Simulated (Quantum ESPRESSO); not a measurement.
# WS2 in Quantum ESPRESSO: relaxation of the atoms with PBE

Aim: the relaxation of the atoms of WS2 with PBE.

Program: Quantum ESPRESSO 7.5. These are calculated values, not measurements. Logs are shortened: lines on timing, memory, paths and dates and some standing lists are left out, and cuts for length are marked.

## (1) The structure

The cell holds a sheet with vacuum, 3 atoms: a = 3.090 Å, b = 3.090 Å, c = 21.140 Å, α = 90.00°, β = 90.00°, γ = 120.00°.

The cell was built by a generator and needn't be a form met in nature.

## (2) Relaxation of the atoms, PBE

The input, pw.in:

```
&CONTROL
  calculation = 'relax'
  prefix = 'pwscf'
  outdir = './tmp'
  pseudo_dir = './pseudo'
  tprnfor = .true.
  disk_io = 'low'
  nstep = 40
  forc_conv_thr = 0.0004
  etot_conv_thr = 1d-05
/
&SYSTEM
  ibrav = 0
  nat = 3
  ntyp = 2
  ecutwfc = 55
  ecutrho = 440
  nbnd = 20
  occupations = 'smearing'
  smearing = 'gaussian'
  degauss = 0.00146997
/
&ELECTRONS
  conv_thr = 6d-10
  electron_maxstep = 120
  mixing_beta = 0.5
/
&IONS
  ion_dynamics = 'bfgs'
/
ATOMIC_SPECIES
S     32.0600 s_pbe_v1.4.uspp.F.UPF
W    183.8400 W_pbe_v1.2.uspp.F.UPF
CELL_PARAMETERS angstrom
   3.0899400000    0.0000000000    0.0000000000
  -1.5449700000    2.6759665361    0.0000000000
   0.0000000000    0.0000000000   21.1400000000
ATOMIC_POSITIONS crystal
S      0.6666666667    0.3333333333    0.4257332072
W      0.3333333333    0.6666666667    0.5000000000
S      0.6666666667    0.3333333333    0.5742667928
K_POINTS automatic
10 10 1 0 0 0
```

Potentials or basis: SSSP 1.3 efficiency PBE.

Started as:

```console
$ OMP_NUM_THREADS=1 pw.x -in pw.in > pw.out
```

pw.out:

```text
This program is part of the open-source Quantum ESPRESSO suite
     for quantum simulation of materials; please cite
[... 9 lines left out ...]
     --------------------
     sticks:   dense  smooth     PW     G-vecs:    dense   smooth      PW
     Sum        1039     511    151               184185    64947   10501

     Using Slab Decomposition

     bravais-lattice index     =            0
     lattice parameter (alat)  =       5.8391  a.u.
     unit-cell volume          =    1179.5933 (a.u.)^3
     number of atoms/cell      =            3
     number of atomic types    =            2
     number of electrons       =        26.00
     number of Kohn-Sham states=           20
     kinetic-energy cutoff     =      55.0000  Ry
     charge density cutoff     =     440.0000  Ry
     scf convergence threshold =      6.0E-10
     mixing beta               =       0.5000
     number of iterations used =            8  plain     mixing
     energy convergence thresh.=      1.0E-05
     force convergence thresh. =      4.0E-04
     Exchange-correlation= SLA  PW   PBE  PBE
                           (   1   4   3   4   0   0   0)
     nstep                     =           40

     celldm(1)=   5.839140  celldm(2)=   0.000000  celldm(3)=   0.000000
     celldm(4)=   0.000000  celldm(5)=   0.000000  celldm(6)=   0.000000

     crystal axes: (cart. coord. in units of alat)
               a(1) = (   1.000000   0.000000   0.000000 )
               a(2) = (  -0.500000   0.866025   0.000000 )
               a(3) = (   0.000000   0.000000   6.841557 )

     reciprocal axes: (cart. coord. in units 2 pi/alat)
               b(1) = (  1.000000  0.577350 -0.000000 )
               b(2) = (  0.000000  1.154701  0.000000 )
               b(3) = (  0.000000 -0.000000  0.146166 )

     PseudoPot. # 1 for S  read from file:
     s_pbe_v1.4.uspp.F.UPF
     Pseudo is Ultrasoft + core correction, Zval =  6.0
     Generated by new atomic code, or converted to UPF format
     Using radial grid of  907 points,  6 beta functions with:
                l(1) =   0
                l(2) =   0
                l(3) =   1
                l(4) =   1
                l(5) =   2
                l(6) =   2
     Q(r) pseudized with  8 coefficients,  rinner =    1.300   1.300   1.300
                                                       1.300   1.300

     PseudoPot. # 2 for W  read from file:
     W_pbe_v1.2.uspp.F.UPF
     Pseudo is Ultrasoft + core correction, Zval = 14.0
     Generated by new atomic code, or converted to UPF format
     Using radial grid of  923 points,  8 beta functions with:
                l(1) =   0
                l(2) =   0
                l(3) =   0
                l(4) =   1
                l(5) =   1
                l(6) =   2
                l(7) =   2
                l(8) =   3
     Q(r) pseudized with  6 coefficients,  rinner =    1.350   1.350   1.350
                                                       1.350   1.350   1.350
                                                       1.350

     atomic species   valence    mass     pseudopotential
     S                 6.00    32.06000     S ( 1.00)
     W                14.00   183.84000     W ( 1.00)

     12 Sym. Ops. (no inversion) found

   Cartesian axes

     site n.     atom                  positions (alat units)
         1        S      tau(   1) = (   0.5000000   0.2886751   2.9126779  )
         2        W      tau(   2) = (  -0.0000000   0.5773503   3.4207784  )
         3        S      tau(   3) = (   0.5000000   0.2886751   3.9288789  )

     number of k points=    14  Gaussian smearing, width (Ry)=  0.0015
                       cart. coord. in units 2pi/alat
        k(    1) = (   0.0000000   0.0000000   0.0000000), wk =   0.0200000
        k(    2) = (   0.0000000   0.1154701   0.0000000), wk =   0.1200000
        k(    3) = (   0.0000000   0.2309401   0.0000000), wk =   0.1200000
        k(    4) = (   0.0000000   0.3464102   0.0000000), wk =   0.1200000
        k(    5) = (   0.0000000   0.4618802   0.0000000), wk =   0.1200000
        k(    6) = (   0.0000000  -0.5773503   0.0000000), wk =   0.0600000
        k(    7) = (   0.1000000   0.1732051   0.0000000), wk =   0.1200000
        k(    8) = (   0.1000000   0.2886751   0.0000000), wk =   0.2400000
        k(    9) = (   0.1000000   0.4041452   0.0000000), wk =   0.2400000
        k(   10) = (   0.1000000   0.5196152   0.0000000), wk =   0.2400000
        k(   11) = (   0.2000000   0.3464102   0.0000000), wk =   0.1200000
        k(   12) = (   0.2000000   0.4618802   0.0000000), wk =   0.2400000
        k(   13) = (   0.2000000   0.5773503   0.0000000), wk =   0.1200000
        k(   14) = (   0.3000000   0.5196152   0.0000000), wk =   0.1200000

     Dense  grid:   184185 G-vectors     FFT dimensions: (  40,  40, 270)

     Smooth grid:    64947 G-vectors     FFT dimensions: (  27,  27, 192)

     Initial potential from superposition of free atoms

     starting charge      25.8996, renormalised to      26.0000

     negative rho (up, down):  6.364E-02 0.000E+00
     Starting wfcs are   21 randomized atomic wfcs

     Self-consistent Calculation

     iteration #  1     ecut=    55.00 Ry     beta= 0.50
     Davidson diagonalization with overlap
     ethr =  1.00E-02,  avg # of iterations =  5.6

     Threshold (ethr) on eigenvalues was too large:
     Diagonalizing with lowered threshold

     Davidson diagonalization with overlap
     ethr =  3.21E-04,  avg # of iterations =  4.5

     negative rho (up, down):  6.591E-02 0.000E+00

     total energy              =    -207.49400530 Ry
     estimated scf accuracy    <       0.09832252 Ry

     iteration #  2     ecut=    55.00 Ry     beta= 0.50
     Davidson diagonalization with overlap
     ethr =  3.78E-04,  avg # of iterations =  4.8

     negative rho (up, down):  6.764E-02 0.000E+00

     total energy              =    -207.51038756 Ry
     estimated scf accuracy    <       0.00569635 Ry

     iteration #  3     ecut=    55.00 Ry     beta= 0.50
     Davidson diagonalization with overlap
     ethr =  2.19E-05,  avg # of iterations =  5.9

     negative rho (up, down):  6.837E-02 0.000E+00

     total energy              =    -207.51040337 Ry
     estimated scf accuracy    <       0.00224848 Ry

     iteration #  4     ecut=    55.00 Ry     beta= 0.50
     Davidson diagonalization with overlap
     ethr =  8.65E-06,  avg # of iterations =  4.6

     negative rho (up, down):  6.898E-02 0.000E+00

     total energy              =    -207.51067211 Ry
     estimated scf accuracy    <       0.00262365 Ry

     iteration #  5     ecut=    55.00 Ry     beta= 0.50
     Davidson diagonalization with overlap
     ethr =  8.65E-06,  avg # of iterations =  1.8

     negative rho (up, down):  6.900E-02 0.000E+00

     total energy              =    -207.51100993 Ry
     estimated scf accuracy    <       0.00001809 Ry

     iteration #  6     ecut=    55.00 Ry     beta= 0.50
     Davidson diagonalization with overlap
     ethr =  6.96E-08,  avg # of iterations =  4.3

     negative rho (up, down):  6.894E-02 0.000E+00

     total energy              =    -207.51102416 Ry
     estimated scf accuracy    <       0.00000439 Ry

     iteration #  7     ecut=    55.00 Ry     beta= 0.50
     Davidson diagonalization with overlap
     ethr =  1.69E-08,  avg # of iterations =  1.9

     negative rho (up, down):  6.890E-02 0.000E+00

     total energy              =    -207.51102497 Ry
     estimated scf accuracy    <       0.00000016 Ry
[... 80 lines left out ...]
   -74.4037 -38.8226 -38.6848 -38.6250 -13.9040 -13.3057  -6.3140  -5.3006
    -5.0609  -4.3774  -3.2233  -2.1424  -1.4138   1.5734   2.8109   2.8364
     4.5980   6.8503   6.9891   7.3680

          k = 0.2000 0.4619 0.0000 (  8146 PWs)   bands (ev):

   -74.3985 -38.8801 -38.6800 -38.6671 -13.2957 -13.0799  -6.6474  -6.1121
    -4.8707  -4.2841  -3.7527  -2.6036  -1.1610   2.0727   3.0405   3.2108
     4.8271   6.2591   7.7285   7.9772

          k = 0.2000 0.5774 0.0000 (  8145 PWs)   bands (ev):

   -74.3965 -38.9001 -38.7028 -38.6603 -13.0326 -12.9833  -6.7800  -6.4298
    -5.0201  -4.1332  -3.7870  -2.8927  -0.8883   2.1828   3.1060   3.4845
     4.8709   5.5111   7.9482   8.7914

          k = 0.3000 0.5196 0.0000 (  8151 PWs)   bands (ev):

   -74.3958 -38.8584 -38.7620 -38.6577 -12.9429 -12.9317  -6.6006  -6.3568
    -5.0475  -4.4645  -4.0668  -2.9821  -0.6990   1.8188   2.7856   3.6258
     5.4262   6.1070   7.0584   8.6976

     the Fermi energy is     1.1524 ev

!    total energy              =    -207.51102505 Ry
     estimated scf accuracy    <          2.8E-10 Ry
     smearing contrib. (-TS)   =      -0.00000000 Ry
     internal energy E=F+TS    =    -207.51102505 Ry

     The total energy is F=E-TS. E is the sum of the following terms:
     one-electron contribution =   -1271.02183387 Ry
     hartree contribution      =     635.27271380 Ry
     xc contribution           =     -58.34401580 Ry
     ewald contribution        =     486.58211084 Ry

     convergence has been achieved in   9 iterations

     negative rho (up, down):  6.889E-02 0.000E+00

     Forces acting on atoms (cartesian axes, Ry/au):

     atom    1 type  1   force =     0.00000000    0.00000000   -0.03149176
     atom    2 type  2   force =    -0.00000000   -0.00000000    0.00000000
     atom    3 type  1   force =     0.00000000    0.00000000    0.03149176

     Total force =     0.044536     Total SCF correction =     0.000021

     BFGS Geometry Optimization
     Energy error            =      2.0E-03 Ry
     Gradient error          =      3.1E-02 Ry/Bohr

     number of scf cycles    =   1
     number of bfgs steps    =   0

     energy             new  =    -207.5110250453 Ry

     new trust radius        =       0.0314917626 bohr
     new conv_thr            =       0.0000000006 Ry

ATOMIC_POSITIONS (crystal)
S                0.6666666667        0.3333333333        0.4249449043
W                0.3333333333        0.6666666667        0.5000000000
S                0.6666666667        0.3333333333        0.5750550957

     NEW-OLD atomic charge density approx. for the potential

     negative rho (up, down):  6.892E-02 0.000E+00

     Self-consistent Calculation

     iteration #  1     ecut=    55.00 Ry     beta= 0.50
     Davidson diagonalization with overlap
     ethr =  1.00E-06,  avg # of iterations =  6.5

     negative rho (up, down):  6.890E-02 0.000E+00

     total energy              =    -207.51250492 Ry
     estimated scf accuracy    <       0.00015309 Ry

     iteration #  2     ecut=    55.00 Ry     beta= 0.50
     Davidson diagonalization with overlap
     ethr =  5.89E-07,  avg # of iterations =  2.2

     negative rho (up, down):  6.892E-02 0.000E+00

     total energy              =    -207.51250470 Ry
     estimated scf accuracy    <       0.00038930 Ry

     iteration #  3     ecut=    55.00 Ry     beta= 0.50
     Davidson diagonalization with overlap
     ethr =  5.89E-07,  avg # of iterations =  2.0

     negative rho (up, down):  6.892E-02 0.000E+00

     total energy              =    -207.51256308 Ry
     estimated scf accuracy    <       0.00000548 Ry

     iteration #  4     ecut=    55.00 Ry     beta= 0.50
     Davidson diagonalization with overlap
     ethr =  2.11E-08,  avg # of iterations =  2.4

     negative rho (up, down):  6.892E-02 0.000E+00

     total energy              =    -207.51256383 Ry
     estimated scf accuracy    <       0.00000056 Ry

     iteration #  5     ecut=    55.00 Ry     beta= 0.50
     Davidson diagonalization with overlap
     ethr =  2.16E-09,  avg # of iterations =  2.1

     negative rho (up, down):  6.891E-02 0.000E+00

     total energy              =    -207.51256394 Ry
     estimated scf accuracy    <       0.00000002 Ry

     iteration #  6     ecut=    55.00 Ry     beta= 0.50
     Davidson diagonalization with overlap
     ethr =  7.54E-11,  avg # of iterations =  4.0
[... 655 lines left out ...]
   -74.4213 -38.8036 -38.6825 -38.6112 -13.7468 -13.2181  -6.1051  -5.1353
    -4.9797  -4.2943  -3.1023  -2.1696  -1.3281   1.4657   2.7789   2.8339
     4.4360   6.8520   6.9931   7.1673

          k = 0.2000 0.4619 0.0000 (  8146 PWs)   bands (ev):

   -74.4162 -38.8597 -38.6654 -38.6651 -13.1381 -12.9706  -6.4857  -5.9477
    -4.7672  -4.2163  -3.6471  -2.6448  -1.0840   2.0050   2.9199   3.2769
     4.6937   6.1608   7.6736   7.9749

          k = 0.2000 0.5774 0.0000 (  8145 PWs)   bands (ev):

   -74.4142 -38.8793 -38.6874 -38.6589 -12.8730 -12.8646  -6.6479  -6.2695
    -4.8878  -4.0625  -3.6974  -2.9440  -0.8249   2.2528   2.9538   3.4272
     4.7714   5.4519   7.8583   8.7234

          k = 0.3000 0.5196 0.0000 (  8151 PWs)   bands (ev):

   -74.4135 -38.8380 -38.7458 -38.6564 -12.8115 -12.7842  -6.4136  -6.2233
    -4.9253  -4.3650  -4.0371  -3.0286  -0.6399   1.9277   2.6327   3.5220
     5.2901   5.9646   7.0610   8.6840

     the Fermi energy is     1.0892 ev

!    total energy              =    -207.51327741 Ry
     estimated scf accuracy    <          7.3E-13 Ry
     smearing contrib. (-TS)   =      -0.00000000 Ry
     internal energy E=F+TS    =    -207.51327741 Ry

     The total energy is F=E-TS. E is the sum of the following terms:
     one-electron contribution =   -1259.92265344 Ry
     hartree contribution      =     629.75119246 Ry
     xc contribution           =     -58.27588280 Ry
     ewald contribution        =     480.93406638 Ry

     convergence has been achieved in   5 iterations

     negative rho (up, down):  6.894E-02 0.000E+00

     Forces acting on atoms (cartesian axes, Ry/au):

     atom    1 type  1   force =     0.00000000    0.00000000    0.00000013
     atom    2 type  2   force =     0.00000000    0.00000000    0.00000000
     atom    3 type  1   force =    -0.00000000    0.00000000   -0.00000013

     Total force =     0.000000     Total SCF correction =     0.000000
     SCF correction compared to forces is large: reduce conv_thr to get better values
     Energy error            =      1.4E-08 Ry
     Gradient error          =      1.3E-07 Ry/Bohr

     bfgs converged in   5 scf cycles and   4 bfgs steps
     (criteria: energy <  1.0E-05 Ry, force <  4.0E-04 Ry/Bohr)

     End of BFGS Geometry Optimization

     Final energy             =    -207.5132774053 Ry

Begin final coordinates

ATOMIC_POSITIONS (crystal)
S                0.6666666667        0.3333333333        0.4239129583
W                0.3333333333        0.6666666667        0.5000000000
S                0.6666666667        0.3333333333        0.5760870417
End final coordinates

=------------------------------------------------------------------------------=
   JOB DONE.
=------------------------------------------------------------------------------=
```

It took 4 min on 1 thread of Intel Xeon 6975P-C (Granite Rapids), shared host; peak memory 1.2 GiB.

What came out:

* Free energy: -2823.3620 eV
* Energy gained by relaxing: 10.2 meV/atom
* Ionic steps: 5
* Band gap on the k mesh: 2.08 eV, indirect (least direct gap 2.57 eV)

The path:
```
step  energy change (eV)  largest force (eV/Å)
   1              0.0000                0.8097
   2             -0.0209                0.4491
   3             -0.0304                0.0700
   4             -0.0306                0.0020
   5             -0.0306                0.0000
```

Final structure:
```
CELL_PARAMETERS angstrom
3.08994 0.00000 0.00000
-1.54497 2.67597 0.00000
0.00000 0.00000 21.14000
ATOMIC_POSITIONS crystal
S 0.66667 0.33333 0.42391
W 0.33333 0.66667 0.50000
S 0.66667 0.33333 0.57609
```

Levels at points of the mesh, in eV from the valence-band top:
```csv
k point,band 10,band 11,band 12,band 13,band 14,band 15,band 16,band 17
"(0.00, 0.00, 0.00)",-2.35,-1.19,-1.19,-0.33,3.26,3.26,3.29,3.29
"(0.00, -0.50, 0.00)",-3.16,-2.29,-0.89,-0.86,3.44,3.61,4.18,4.94
```

Caveat: spin-orbit coupling is left out, which moves the levels of the heavy elements.
